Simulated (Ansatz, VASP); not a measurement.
Two plane-wave programs on GaAs

```xyz
2
Lattice="0.0000 2.8727 2.8727 2.8727 0.0000 2.8727 2.8727 2.8727 0.0000" Properties=species:S:1:pos:R:3 pbc="T T T"
Ga    0.0000    0.0000    0.0000
As    4.3090    4.3090    4.3090
```

Alike in both runs: functional PBE; k mesh 12 × 12 × 12; occupations gaussian, width 0.02 eV; no spin polarisation.

Ansatz relaxed the structure, and its values are those at the end. VASP's run is a single point on that final structure, the one shown.

|  | VASP | Ansatz |
| --- | --- | --- |
| version | VASP 6.6.1 | Ansatz 0.2.0 |
| potentials or method | VASP PAW PBE potentials, release 64 (Ga_d, As) | scalar-relativistic, plane waves, PAW |
| plane-wave cutoff (eV) | 520 | 420 |
| valence electrons in the cell | 18 | 28 |

```csv
,VASP,Ansatz,Ansatz less VASP
gap on the k mesh at the Fermi level (eV),0.16,0.16,-0.003
least direct gap on the mesh (eV),0.16,0.16,-0.003
pressure (GPa),0.2,0.0,-0.15
```

The two sets of potentials don't hold the same shells in valence.
